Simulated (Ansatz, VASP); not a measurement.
## SiC in VASP and in Ansatz

The input INCAR:

```
ALGO = Normal
EDIFF = 1E-6
ENCUT = 520
GGA = PE
ISIF = 2
ISMEAR = 0
LASPH = T
LCHARG = F
LREAL = F
LWAVE = F
NBANDS = 11
NELM = 100
PREC = Accurate
SIGMA = 0.05
```

KPOINTS

```
k-points
0
Gamma
  10 10 10
```

POSCAR

```
SiC
1.0
    0.0000000000      2.0803708902      2.2446106974
    2.0803708902      0.0000000000      2.2446106974
    2.0803708902      2.0803708902      0.0000000000
Si C
1 1
Direct
    0.0000000000      0.0000000000      0.0000000000
    0.7500000000      0.7500000000      0.7500000000
```

Input for Ansatz:

```yaml
crystal:
  lattice:
    - [0.0, 2.0803708902, 2.2446106974]
    - [2.0803708902, 0.0, 2.2446106974]
    - [2.0803708902, 2.0803708902, 0.0]
  atoms:
    - { symbol: Si, position: [0.0, 0.0, 0.0] }
    - { symbol: C, position: [0.75, 0.75, 0.75] }
basis:
  ecutwfc: 420
kpoints:
  mp_grid: { grid: [10, 10, 10] }
hamiltonian:
  xc: pbe
scf:
  occupations: { method: gaussian, width: 0.05 }
output:
  forces: true
  stress: true
  eigenvalues: true
```

Change from the starting cell: strain -0.050 along x and y, +0.025 along z, atoms carried along.

Alike in both runs: task single point; functional PBE; k mesh 10 × 10 × 10; occupations gaussian, width 0.05 eV; no spin polarisation.

```csv
,VASP,Ansatz
version,VASP 6.6.1,Ansatz 0.2.0
potentials or method,"VASP PAW PBE potentials, release 64 (Si, C)","scalar-relativistic, plane waves, PAW"
plane-wave cutoff (eV),520,420
valence electrons in the cell,8,8
```

Ansatz gave:

| Item | Value |
| --- | --- |
| gap on the k mesh at the Fermi level (eV) | 0.87 |
| least direct gap on the mesh (eV) | 4.53 |
| pressure (GPa) | 18.8 |
| largest component of the traceless stress (GPa) | 15.45 |

Problem. What did VASP give for the same quantities?

Solution. gap on the k mesh at the Fermi level (eV): 0.87; least direct gap on the mesh (eV): 4.53; pressure (GPa): 18.7; largest component of the traceless stress (GPa): 15.49.

The functional is the same, so the differences come from potentials, cutoffs and numerics.

Caveats: so large a pressure means that the cell lies far from this level's equilibrium, or that cutoff or potentials fall short (VASP). A k mesh can miss the band edges.
